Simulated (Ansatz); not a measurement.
The cell of P is invented: one element on all sites of the Si type (Ia-3, No. 206). The dimensions are guesses.

```yaml
crystal:
  lattice:
    - [-3.36365, 3.36365, 3.36365]
    - [3.36365, -3.36365, 3.36365]
    - [3.36365, 3.36365, -3.36365]
  atoms:
    - { symbol: P, position: [0.20600, 0.20600, 0.20600] }
    - { symbol: P, position: [0.50000, 0.00000, 0.29400] }
    - { symbol: P, position: [0.29400, 0.50000, 0.00000] }
    - { symbol: P, position: [0.00000, 0.29400, 0.50000] }
    - { symbol: P, position: [0.79400, 0.79400, 0.79400] }
    - { symbol: P, position: [0.50000, 0.00000, 0.70600] }
    - { symbol: P, position: [0.70600, 0.50000, 0.00000] }
    - { symbol: P, position: [0.00000, 0.70600, 0.50000] }
```

Computed with DFT PBE, scalar-relativistic, plane waves, PAW in Ansatz 0.2.0. Cutoff 420 eV, Gaussian smearing, Γ-centred meshes. Cell and atoms relax on a converged mesh. In metals the finer mesh still leaves noise of several meV/atom or more. The steps can't lower the symmetry of their start. No spin polarisation.

A guess keeps its type if space group and coordination stay and the shape of the cell changes little (axis ratios within about 15 %, angles within 6°); the volume may change.

Problem. Will the relaxed cell still be of the starting type?

Solution. It keeps its type. The symmetry stays Ia-3 (No. 206). The volume per atom shrinks by 2.5 %, from 19.0 to 18.6 Å³. The shortest distance goes from 2.40 Å (P–P) to 2.27 Å (P–P). Counting neighbours within 15 % of an atom's shortest distance, the start has P 4 and the end P 4.

The last run used an 8×8×8 mesh for its 8-atom cell and Gaussian smearing of 0.10 eV. Symmetry constrained the relaxation, so the result can be a saddle point. Another cell of P relaxed alike, in Pm-3m, lies 0.33 eV/atom lower, so this cell isn't the stable form at this level.
